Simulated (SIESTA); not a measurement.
Crystal: CoO.

```
CELL_PARAMETERS angstrom
-1.50800 1.50800 2.10725
1.50800 -1.50800 2.10725
1.50800 1.50800 -2.10725
ATOMIC_POSITIONS crystal
Co 0.00000 0.00000 0.00000
O 0.50000 0.50000 0.00000
```

```yaml
Program: SIESTA 5.4.2
Task: single point
Functional: PBE
Potentials_or_basis: PseudoDojo 0.4 standard (PBE files)
Basis: DZP (energy shift 0.003 Ry; two zetas on semicore shells)
Grid_cutoff: 800 Ry
Energy_shift: 0.003 Ry
k_mesh: 12 × 12 × 12
Occupations: fermi-dirac, width 0.05 eV
Spin: collinear spin, ferromagnetic start
Starting_moments: "[2.0, 0.0] μB"
```

On this cell: pressure 1.3 GPa; largest force under 0.003 eV/Å; net moment 2.98 μB per cell; site moments Co +2.61; O +0.36 μB; band gap on the k mesh none (metal or under the smearing width).

The same run follows on a disturbed copy (atoms moved at random, drawn with an rms of 0.05 Å):

```xyz
2
Lattice="-1.5080 1.5080 2.1072 1.5080 -1.5080 2.1072 1.5080 1.5080 -2.1072" Properties=species:S:1:pos:R:3 pbc="T T T"
Co    0.0385    0.0077   -0.0330
O    -0.0152    0.0302    2.1267
```

Problem. What changes?

Solution. The energy (extrapolated to zero smearing) moves by +2.6 meV/atom; pressure 1.7 GPa; largest force 0.151 eV/Å; net moment 2.98 μB per cell; site moments Co +2.61; O +0.37 μB; band gap on the k mesh none (metal or under the smearing width).

Forces on the atoms (eV/Å):
```
Co  -0.073  0.034  0.127
O    0.073 -0.034 -0.128
```

Stress tensor (GPa, compression positive):
```
 0.99 -0.38  0.33
-0.38  1.23 -0.15
 0.33 -0.15  3.02
```

Caveats: short orbitals over semicore shells can move pressures by several GPa; the basis of atomic orbitals isn't converged, which shifts pressures, moduli and gaps; a cell with one magnetic atom can't hold antiferromagnetic order, which such compounds often take; semilocal functionals often make such compounds metallic where correlation or magnetic order opens a gap, which also shifts bond lengths.
